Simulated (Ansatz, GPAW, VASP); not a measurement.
**HfC: 4 runs at one level of theory**

```
Hf C
1.0
     0.00000    2.32500    2.32500
     2.32500    0.00000    2.32500
     2.32500    2.32500    0.00000
Hf C
1 1
Direct
  0.50000 0.50000 0.50000
  0.00000 0.00000 0.00000
```

Alike in all runs: task single point; functional PBE; k mesh 10 × 10 × 10; occupations gaussian, width 0.012 eV; no spin polarisation; no spin-orbit coupling. Pressure is positive in compression and, in plane waves, holds the error of the finite cutoff, which Ansatz's Pulay term estimates and takes out.

```csv
program and potentials,plane-wave cutoff (eV),notes,band gap (eV),pressure (GPa)
"Ansatz, Ansatz PAW",420,15 valence electrons an atom on average; Pulay term of +0.24 GPa included,no gap,0.21
"GPAW, GPAW PAW data sets (gpaw-data 1.2.1)",800,8 valence electrons an atom on average,no gap,1.27
"Ansatz, all-electron LAPW, scalar-relativistic",-,-,?,?
"VASP, PBE PAW files C, Hf_pv, 520 eV",520,7 valence electrons an atom on average,no gap,-0.45
```

Estimate from the other rows what the run with Ansatz, all-electron LAPW, scalar-relativistic gave.

No band gap; pressure 0.26 GPa. The other rows, which needn't bracket it: pressure -0.45 to 1.27.
